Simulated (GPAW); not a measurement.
# Ge (P6_3/mmc) in GPAW: a series of runs

One crystal, Ge, is run at these levels: LDA, r2SCAN; tasks: equation of state, band structure.

Program: GPAW 26.7.0. These are calculated values, not measurements. Logs are shortened: lines on timing, memory, paths and dates and some standing lists are left out, and cuts for length are marked. The log counts tension as positive stress, the text compression.

### 1 Starting point

Symmetry: P6_3/mmc, No. 194, hexagonal system. The conventional cell has a = 3.998 Å, b = 3.998 Å, c = 6.599 Å, α = 90.00°, β = 90.00°, γ = 120.00°. Around Ge (site symmetry 3m) lie 4 Ge at 2.45 to 2.47 Å.

This isn't the form of Ge at room conditions, which is diamond.

### 2 Equation of state, LDA

run.py

```python
from ase import Atoms
from ase.eos import EquationOfState
from ase.io import Trajectory
from ase.units import GPa
from gpaw import GPAW, PW

atoms = Atoms(['Ge', 'Ge', 'Ge', 'Ge'],
              cell=[[3.9975858431, 0.0, 0.0],
                    [-1.9987929216, 3.462010894, 0.0],
                    [0.0, 0.0, 6.59937795]],
              scaled_positions=[[0.3333333333, 0.6666666667, 0.93709875],
                                [0.6666666667, 0.3333333333, 0.43709875],
                                [0.3333333333, 0.6666666667, 0.56290125],
                                [0.6666666667, 0.3333333333, 0.06290125]],
              pbc=True)

traj = Trajectory('eos.traj', 'w')
volumes, energies = [], []
for x in [0.94, 0.96, 0.98, 1.0, 1.02, 1.04, 1.06]:
    a = atoms.copy()
    a.set_cell(atoms.cell * x**(1 / 3), scale_atoms=True)
    calc = GPAW(mode=PW(600),
                xc='LDA',
                kpts={'size': (6, 6, 4), 'gamma': True},
                occupations={'name': 'fermi-dirac', 'width': 0.05},
                nbands=18,
                convergence={'density': 1e-05, 'energy': 1e-05},
                maxiter=150,
                txt=f'eos-{x:.2f}.txt')
    a.calc = calc
    energies.append(a.get_potential_energy(force_consistent=True))
    volumes.append(a.get_volume())
    p = -a.get_stress()[:3].mean() / GPa
    calc.write(f'eos-{x:.2f}.gpw')
    traj.write(a)
    print(f'{x:.2f} {volumes[-1]:10.4f} A^3 {energies[-1]:14.6f} eV {p:9.3f} GPa', flush=True)

v0, e0, B = EquationOfState(volumes, energies, eos='birchmurnaghan').fit()
print(f'V0 = {v0:.4f} A^3, E0 = {e0:.6f} eV, B0 = {B / GPa:.2f} GPa')
```

Potentials or basis: the program's PAW data sets (release 1.2.1) made for this functional, pw.

Run with:

```sh
$ OMP_NUM_THREADS=1 python run.py
```

The log of the run:

```text
__  _  _
 | _ |_)|_||  |
 |__||  | ||/\| - 26.7.0

Input parameters:
  mode=PW(ecut=600.0),
  convergence={'density': 1e-05, 'energy': 1e-05},
  kpts=MonkhorstPack(size=(6, 6, 4), gamma=True),
  maxiter=150,
  nbands=18,
  occupations=Occupations(name='fermi-dirac', width=0.05),
  xc=XC(name='LDA')

Diagonalizing LCAO Hamiltonian
Converting LCAO to pw mode

        Ge

        Ge
            Ge

            Ge

Atoms  # Å, Bohr magnetons
|   | symbol |         x |        y |        z |    initial magnetic moments |
|---|--------|-----------|----------|----------|-----------------------------|
| 0 |     Ge | -0.000000 | 2.260892 | 6.058024 | ( 0.0000,  0.0000,  0.0000) |
| 1 |     Ge |  1.957990 | 1.130446 | 2.825694 | ( 0.0000,  0.0000,  0.0000) |
| 2 |     Ge | -0.000000 | 2.260892 | 3.638965 | ( 0.0000,  0.0000,  0.0000) |
| 3 |     Ge |  1.957990 | 1.130446 | 0.406635 | ( 0.0000,  0.0000,  0.0000) |

Unit cell  # Å
| periodic |         x |        y |        z |  lengths |     angles |
|----------|-----------|----------|----------|----------|------------|
|      yes |  3.915980 | 0.000000 | 0.000000 | 3.915980 |  90.000000 |
|      yes | -1.957990 | 3.391338 | 0.000000 | 3.915980 |  90.000000 |
|      yes |  0.000000 | 0.000000 | 6.464659 | 6.464659 | 120.000000 |

Number of symmetries: 12
Symmetry operations  # r_c * U_cc + t_c -> r_c
|    | kind |            matrix            |
|----|------|------------------------------|
|  0 |  σ   |  1, 1, 0,  0,-1, 0,  0, 0, 1 |
|  1 |  S6  |  1, 1, 0, -1, 0, 0,  0, 0,-1 |
|  2 |  E   |  1, 0, 0,  0, 1, 0,  0, 0, 1 |
|  3 |  C2  |  1, 0, 0, -1,-1, 0,  0, 0,-1 |
|  4 |  C2  |  0, 1, 0,  1, 0, 0,  0, 0,-1 |
|  5 |  C3  |  0, 1, 0, -1,-1, 0,  0, 0, 1 |
|  6 |  S6  |  0,-1, 0,  1, 1, 0,  0, 0,-1 |
|  7 |  σ   |  0,-1, 0, -1, 0, 0,  0, 0, 1 |
|  8 |  σ   | -1, 0, 0,  1, 1, 0,  0, 0, 1 |
|  9 |  i   | -1, 0, 0,  0,-1, 0,  0, 0,-1 |
| 10 |  C3  | -1,-1, 0,  1, 0, 0,  0, 0, 1 |
| 11 |  C2  | -1,-1, 0,  0, 1, 0,  0, 0,-1 |

BZ-sampling:
  Number of BZ points: 144
  Number of IBZ points: 24

  Monkhorst-Pack size: [6, 6, 4]
  Monkhorst-Pack shift: [0.08333333333333333, 0.08333333333333333, 0.125]

K-points  # in reciprocal-cell coordinates
|     |                                coordinates |     weight |
|-----|--------------------------------------------|------------|
|   0 | (  0.00000000,   0.00000000,   0.00000000) | 0.00694444 |
|   1 | (  0.00000000,   0.00000000,   0.25000000) | 0.01388889 |
|   2 | (  0.00000000,   0.00000000,   0.50000000) | 0.00694444 |
|   3 | (  0.16666667,   0.00000000,  -0.25000000) | 0.04166667 |
|   4 | (  0.16666667,   0.00000000,   0.00000000) | 0.04166667 |
|   5 | (  0.16666667,   0.00000000,   0.25000000) | 0.04166667 |
|   6 | (  0.16666667,   0.00000000,   0.50000000) | 0.04166667 |
|   7 | (  0.33333333,  -0.16666667,   0.00000000) | 0.04166667 |
|   8 | (  0.33333333,  -0.16666667,   0.25000000) | 0.08333333 |
|   9 | (  0.33333333,  -0.16666667,   0.50000000) | 0.04166667 |
| ... |                                            |            |
|  23 | (  0.50000000,   0.50000000,   0.50000000) | 0.02083333 |

Plane wave coefficients: 2880
Cutoff: 600.0 eV

Spin-components: 1 (collinear spins)
Bands:           18
Projectors:      20
Spin-degeneracy: 2
Datatype:        complex128

Parallelization:
  kpt:    1
  domain: 1
  band:   1

Density:
  Valence electrons: 16.0
  Components: 1
  Grid points: [24 24 40]
  Charge: 0.0  # |e|

Potential:
  Grid points: [24 24 40]

species:
  Ge:
    name:    Germanium
    Z:       32.0
    valence: 4
    core:    28
    charge:  0.0  # [|e|]
    compensation charges:
      type: gauss
      rc: 0.32  # [Å]
      lmax: 2
    cutoffs:
      filter: 1.77  # [Å]
      core: 3.42  # [Å]
    projectors
    | kind |    occ | energy [eV] | rcut [Å] |
    |------|--------|-------------|----------|
    |   4s |  2.000 |     -11.940 |    1.005 |
    |   4p |  2.000 |      -4.047 |    1.005 |
    |    s |        |      15.272 |    1.005 |
    |    p |        |      23.164 |    1.005 |
    |    d |        |       0.000 |    1.005 |

    Using partial waves for Ge as LCAO basis

Reference energy: -228071.270857  # eV

eigensolver:
  PPCG
  Converge bands: occupied
  niter=2

density mixing:
  MSR1-Mixer
  Pratt-step length: 0.05
  Maximum mixing coefficient: 0.75
  Old densities: 10
  SVD Regularization: 0.005
  Good broyden scale: 1.0
  Trust region scale: 1.0
  Backstep threshold: 4.0
  History deletion threshold: 6.0
  Fourier metric: weight=20.0, sigma=0.015

occupation numbers:
  Fermi-Dirac:
    width: 0.0500  # eV

poisson solver:
  ecut: 4800.0  # eV

xc functional:
  name: None

convergence criteria:
- Maximum integral of absolute [dens]ity change: 1e-05 electrons / valence electron
- Maximum [total energy] change in last 3 cyles: 1e-05 eV / valence electron
- Maximum integral of absolute [eigenst]ate change: 4e-08 eV^2 / valence electron
maximum number of iterations: 150

SCF iterations
|iter     | |      energy | eigst |  dens |
|---------|-|-------------|-------|-------|
|iter:   1| |  -20.885304 | -0.43 |       |
|iter:   2| |  -20.859199 | -2.70 | -0.90 |
|iter:   3| |  -20.651165 | -2.36 | -0.92 |
|iter:   4| |  -20.645095 | -3.42 | -1.57 |
|iter:   5| |  -20.644995 | -5.05 | -2.38 |
|iter:   6| |  -20.644996c| -6.33 | -3.29 |
|iter:   7| |  -20.644996c| -7.69c| -3.74 |
|iter:   8| |  -20.644996c| -8.27c| -4.93 |
|iter:   9| |  -20.644996c| -9.03c| -5.65c|

Converged in 9 steps
Energy contributions relative to reference atoms: (reference = -228071.270857)

Energy contributions:
  Kinetic:          65.812226
  Coulomb:         -58.197049
  Zero:              0.009981
  External:          0.000000
  Xc:              -28.269081
  Entropy:          -0.002146
  Spinorbit:         0.000000
  ----------------------------
  Free energy:     -20.646069
  Extrapolated:    -20.644996

dipole moment: (0.000246, 0.000426, 0.000812)  # |e|*Ang

Fermi level: 6.416
Eigenvalues  # (at kpt = [0.000, 0.000, 0.000])
| band index |      eig [eV] | occ [0-2] |
|------------|---------------|-----------|
|          0 |        -6.977 |     2.000 |
|          1 |        -4.810 |     2.000 |
|          2 |        -1.638 |     2.000 |
|          3 |         4.731 |     2.000 |
|          4 |         4.731 |     2.000 |
|          5 |         6.138 |     1.992 |
|          6 |         6.292 |     1.845 |
|          7 |         6.449 |     0.682 |
|          8 |         6.449 |     0.682 |
|          9 |         6.739 |     0.003 |
|         10 |         8.558 |     0.000 |
|         11 |         8.558 |     0.000 |
|         12 |         9.104 |     0.000 |
|         13 |        10.986 |     0.000 |
|         14 |        10.986 |     0.000 |
|        ... |               |           |
|         17 |        13.734 |     0.000 |

No gap
No difference between direct/indirect transitions

Stress tensor  # eV/Ang^3
|         x |         y |         z |
|-----------|-----------|-----------|
| -0.020473 | -0.000000 |  0.000000 |
| -0.000000 | -0.020473 | -0.000000 |
|  0.000000 | -0.000000 | -0.015517 |

# Writing to eos-0.94.gpw (mode='')
```

Wall time 69 s (1 thread of Intel Xeon 6975P-C (Granite Rapids), shared host); peak memory 0.27 GiB.

Results:

| Item | Value |
| --- | --- |
| Equilibrium volume | 22.31 Å³/atom |
| Bulk modulus at fixed shape and positions | 70 GPa |
| Pressure derivative of the bulk modulus | 4.3 (rough: it moves with the points fitted) |

Energy against volume, from the lowest point:
```csv
volume (Å³/atom),energy (meV/atom)
21.463,7.59
21.920,1.48
22.377,0.00
22.833,2.50
23.290,8.60
23.747,18.01
24.203,30.37
```

Caveat: the cell was scaled at fixed shape and fractional positions, which overstates the stiffness of a crystal with free parameters, most of all of layers and chains.

### 3 Band structure, r2SCAN

run.py

```python
from ase import Atoms
from ase.dft.bandgap import bandgap
from ase.io import write
from ase.units import GPa
from gpaw import GPAW, PW

atoms = Atoms(['Ge', 'Ge', 'Ge', 'Ge'],
              cell=[[3.9975858431, 0.0, 0.0],
                    [-1.9987929216, 3.462010894, 0.0],
                    [0.0, 0.0, 6.59937795]],
              scaled_positions=[[0.3333333333, 0.6666666667, 0.93709875],
                                [0.6666666667, 0.3333333333, 0.43709875],
                                [0.3333333333, 0.6666666667, 0.56290125],
                                [0.6666666667, 0.3333333333, 0.06290125]],
              pbc=True)

calc = GPAW(mode=PW(600),
            xc='MGGA_X_R2SCAN+MGGA_C_R2SCAN',
            kpts={'size': (6, 6, 4), 'gamma': True},
            occupations={'name': 'fermi-dirac', 'width': 0.05},
            nbands=18,
            convergence={'density': 1e-05, 'energy': 1e-05},
            maxiter=150,
            txt='gpaw.txt')
atoms.calc = calc
energy = atoms.get_potential_energy()
forces = atoms.get_forces()
stress = atoms.get_stress()
calc.write('gs.gpw')
write('result.traj', atoms)
print(f'Energy: {energy:.6f} eV')
print('Forces (eV/A):')
print(forces.round(4))
print('Stress (GPa):', (stress / GPa).round(3))
print('Fermi level:', round(calc.get_fermi_level(), 4), 'eV')
print(f'Gap: {bandgap(calc)[0]:.4f} eV, direct: {bandgap(calc, direct=True)[0]:.4f} eV')

path = atoms.cell.bandpath('GMKGALHA,LM,KH', npoints=60, eps=1e-4)
bs_calc = calc.fixed_density(kpts=path, symmetry='off', nbands=34,
                             convergence={'bands': 'CBM+6.0', 'eigenstates': 1e-6}, txt='bands.txt')
bs = bs_calc.band_structure()
bs.write('bs.json')
print(f'Gap on the path: {bandgap(bs_calc)[0]:.4f} eV')
```

Potentials or basis: GPAW PAW data sets (gpaw-data 1.2.1), pw.

Run with:

```sh
$ OMP_NUM_THREADS=1 python run.py
```

Run time: 1.9 min. Hardware: 1 thread of Intel Xeon 6975P-C (Granite Rapids), shared host; peak memory 0.38 GiB.

Results (log left out):

| Property | Result |
| --- | --- |
| Free energy | -49.8554 eV |
| Pressure | 0.0 GPa |
| Band gap on the k mesh | 0.09 eV, direct |
| Band gap along the path | 0.09 eV, direct |

Stress tensor (GPa, compression positive):
```
 0.15  0.00  0.00
 0.00  0.15  0.00
 0.00  0.00 -0.15
```

Levels at the corners of the path, in eV from the valence-band top:
| point | band 4 | band 5 | band 6 | band 7 | band 8 | band 9 | band 10 | band 11 | band 12 | band 13 |
| --- | --- | --- | --- | --- | --- | --- | --- | --- | --- | --- |
| Γ | -1.68 | -1.68 | -0.29 | 0.00 | 0.00 | 0.09 | 0.29 | 2.31 | 2.31 | 2.82 |
| M | -7.09 | -4.86 | -3.33 | -3.02 | -1.64 | 0.63 | 1.85 | 3.72 | 3.84 | 4.49 |
| K | -7.97 | -5.28 | -3.71 | -3.71 | -3.45 | 1.56 | 4.85 | 4.85 | 5.39 | 5.39 |
| Γ | -1.68 | -1.68 | -0.29 | 0.00 | 0.00 | 0.09 | 0.29 | 2.31 | 2.31 | 2.82 |
| A | -5.05 | -1.03 | -1.03 | -1.03 | -1.03 | 0.87 | 0.87 | 3.48 | 3.48 | 3.48 |
| L | -8.26 | -2.77 | -2.77 | -2.65 | -2.65 | 0.64 | 0.64 | 2.27 | 2.27 | 6.37 |
| H | -8.57 | -4.56 | -4.56 | -2.25 | -2.25 | 1.41 | 1.41 | 4.32 | 4.32 | 6.10 |
| A | -5.05 | -1.03 | -1.03 | -1.03 | -1.03 | 0.87 | 0.87 | 3.48 | 3.48 | 3.48 |
| L | -8.26 | -2.77 | -2.77 | -2.65 | -2.65 | 0.64 | 0.64 | 2.27 | 2.27 | 6.37 |
| M | -7.09 | -4.86 | -3.33 | -3.02 | -1.64 | 0.63 | 1.85 | 3.72 | 3.84 | 4.49 |
| K | -7.97 | -5.28 | -3.71 | -3.71 | -3.45 | 1.56 | 4.85 | 4.85 | 5.39 | 5.39 |
| H | -8.57 | -4.56 | -4.56 | -2.25 | -2.25 | 1.41 | 1.41 | 4.32 | 4.32 | 6.10 |

Caveat: the PAW data sets were made with another functional, which shifts forces and pressure a little. r2SCAN opens gaps a little over a GGA but as a rule still falls short of measured ones.
